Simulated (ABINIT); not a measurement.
The system is Al2Pt.

```xyz
3
Lattice="0.0000 2.9550 2.9550 2.9550 0.0000 2.9550 2.9550 2.9550 0.0000" Properties=species:S:1:pos:R:3 pbc="T T T"
Pt    0.0000    0.0000    0.0000
Al    4.4325    4.4325    4.4325
Al    1.4775    1.4775    1.4775
```

| Item | Value |
| --- | --- |
| Program | ABINIT 10.8.3 (patched build) |
| Task | single point |
| Functional | PBE |
| Potentials or basis | JTH PAW PBE v2.0 |
| Cutoff | 435 eV |
| k mesh | 8 × 8 × 8 |
| Occupations | fermi-dirac, width 0.05 eV |
| Spin | no spin polarisation |

On this cell: pressure 2.4 GPa; largest force zero by symmetry; band gap on the k mesh none (metal or under the smearing width).

The same run follows on a disturbed copy (atoms moved at random, drawn with an rms of 0.05 Å):

```xyz
3
Lattice="0.0000 2.9550 2.9550 2.9550 0.0000 2.9550 2.9550 2.9550 0.0000" Properties=species:S:1:pos:R:3 pbc="T T T"
Pt   -0.0611    0.0180   -0.0098
Al    4.4234    4.4254    4.4543
Al    1.4931    1.4997    1.4770
```

**Question.** What changes?

**Answer.** The energy (extrapolated to zero smearing) moves by +8.1 meV/atom; pressure 2.7 GPa; largest force 0.592 eV/Å; band gap on the k mesh none (metal or under the smearing width).

Forces on the atoms (eV/Å):
```
Pt   0.565 -0.079  0.159
Al  -0.171  0.145 -0.167
Al  -0.394 -0.066  0.009
```

Stress tensor (GPa, compression positive):
```
 2.54  0.52 -0.64
 0.52  2.73 -0.68
-0.64 -0.68  2.70
```
